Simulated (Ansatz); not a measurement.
Crystal: Ge.

```xyz
2
Lattice="-2.4959 2.6509 1.4369 2.4959 -2.6509 1.4369 2.4959 2.6509 -1.4369" Properties=species:S:1:pos:R:3 pbc="T T T"
Ge    0.0000    1.3254    0.1841
Ge    2.4959    1.3254    1.2529
```

This isn't the form of Ge at room conditions, which is diamond.

Base run:

| Quantity | Value |
| --- | --- |
| Program | Ansatz 0.2.0 |
| Functional | PBEsol |
| Potentials or basis | Ansatz PAW |
| Cutoff | 420 eV (not typed: the program's choice for these potentials) |
| k mesh | 11 × 11 × 11 |
| Occupations | fermi-dirac, width 0.05 eV |
| Spin | no spin polarisation |

Its results: band gap on the k mesh none (metal or under the smearing width); pressure -2.5 GPa; largest force 0.059 eV/Å.

**Question.** After a change of settings the same cell gave: band gap on the k mesh none (metal or under the smearing width); pressure -1.3 GPa; largest force 0.094 eV/Å. Which change was it?
A. functional from PBEsol to RPBE
B. functional from PBEsol to BLYP
C. functional from PBEsol to revPBE
D. functional from PBEsol to r2SCAN; cutoff from 420 eV (not typed: the program's choice for these potentials) to 500 eV (not typed: the program's choice for these potentials)

**Answer.** D.

Caveats: the PAW data sets come from PBE, with cores solved anew for the run's functional, which leaves a small shift of forces and pressure.

Runs at the PBE level aren't shown here.
